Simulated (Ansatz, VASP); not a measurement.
One calculation of AgCl, two programs

```
CELL_PARAMETERS angstrom
0.00000 2.99325 2.99325
2.99325 0.00000 2.99325
2.99325 2.99325 0.00000
ATOMIC_POSITIONS crystal
Ag 0.00000 0.00000 0.00000
Cl 0.25000 0.25000 0.25000
```

The cell was built by a generator and needn't be a form met in nature.

Alike in both runs: task single point; functional PBE; k mesh 6 × 6 × 6; no spin polarisation.

```csv
,VASP,Ansatz
version,VASP 6.6.1,Ansatz 0.2.0
potentials or method,"VASP PAW PBE potentials, release 64 (Ag, Cl)","plane waves, PAW"
plane-wave cutoff (eV),520,420
occupations,"gaussian, width 0.01 eV",fixed
valence electrons in the cell,18,26
```

|  | VASP | Ansatz | Ansatz less VASP |
| --- | --- | --- | --- |
| gap on the k mesh at the Fermi level (eV) | 1.25 | 1.25 | +0.001 |
| pressure (GPa) | 1.1 | 1.2 | +0.11 |

The two sets of potentials don't hold the same shells in valence.
